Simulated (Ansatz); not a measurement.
## Where the states of Te lie

```cif
data_structure
_symmetry_space_group_name_H-M 'P3_121'
_symmetry_Int_Tables_number 152
_cell_length_a 4.6014
_cell_length_b 4.6014
_cell_length_c 5.9001
_cell_angle_alpha 90.000
_cell_angle_beta 90.000
_cell_angle_gamma 120.000
_cell_volume 108.18
loop_
_atom_site_label
_atom_site_type_symbol
_atom_site_symmetry_multiplicity
_atom_site_Wyckoff_symbol
_atom_site_fract_x
_atom_site_fract_y
_atom_site_fract_z
_atom_site_occupancy
Te1 Te 3 a 0.25670 0.00000 0.33333 1
```

The runs use the primitive cell with vectors (4.601, 0.000, 0.000), (-2.301, 3.985, 0.000), (0.000, 0.000, 5.900) Å, to which the k mesh refers.

The cell is the one relaxed in the Materials Project (mp-19), not relaxed further here; entries there can be hypothetical.

No spin–orbit coupling, which matters for the heavy atoms here.

These are results of Ansatz 0.2.0, DFT, PBE, all-electron LAPW, scalar-relativistic, not measurements.

Sampling and basis: a Γ-centred 9×9×6 k mesh, Fermi–Dirac smearing of 0.05 eV, basis error target 1 meV/atom, no spin polarisation.

States per eV and cell, averaged over 0.4 eV, from -12.6 to 5.6 eV, with energies (bin centres) from the valence-band top; empty bins are left out. The partial columns, the largest 2 alone, are projections on Löwdin-orthogonalised atomic shells (those that the program's projection atoms carry: the occupied ones and, for some elements, an empty d or f shell; other empty shells have no column), summed over atoms of an element. Weights on diffuse s and p shells depend on that basis and aren't pure angular character.

```tsv
E (eV)	total	Te 5p	Te 5s
-12.5	2.42	0.26	2.15
-12.1	1.61	0.16	1.44
-11.7	1.21	0.15	1.05
-11.3	1.27	0.15	1.11
-10.9	1.47	0.19	1.28
-10.5	0.73	0.10	0.63
-10.1	1.18	0.13	1.06
-9.7	2.23	0.26	1.97
-9.3	0.96	0.10	0.85
-8.9	0.47	0.04	0.43
-8.5	0.19	0.01	0.18
-5.3	0.11	0.11	0.00
-4.9	1.50	1.47	0.03
-4.5	2.79	2.73	0.05
-4.1	3.54	3.42	0.10
-3.7	2.16	2.05	0.10
-3.3	3.07	2.88	0.16
-2.9	1.96	1.83	0.11
-2.5	1.17	1.09	0.07
-2.1	1.92	1.80	0.09
-1.7	3.01	2.84	0.13
-1.3	3.65	3.44	0.15
-0.9	3.21	3.04	0.12
-0.5	1.59	1.49	0.07
-0.1	0.31	0.28	0.02
0.7	0.58	0.52	0.03
1.1	3.93	3.54	0.19
1.5	2.79	2.55	0.09
1.9	3.45	3.17	0.07
2.3	2.16	1.99	0.03
2.7	1.26	1.17	0.02
3.1	0.73	0.66	0.01
3.5	0.17	0.10	0.00
3.9	0.64	0.06	0.00
4.3	1.44	0.09	0.00
4.7	2.40	0.11	0.00
5.1	1.13	0.03	0.00
5.5	1.69	0.03	0.00
```

Question: Which of the resolved shells contributes most in the top eV of the valence band?

Answer: Te 5p, with 94 % of all states there; Te 5s follows with 4 %.
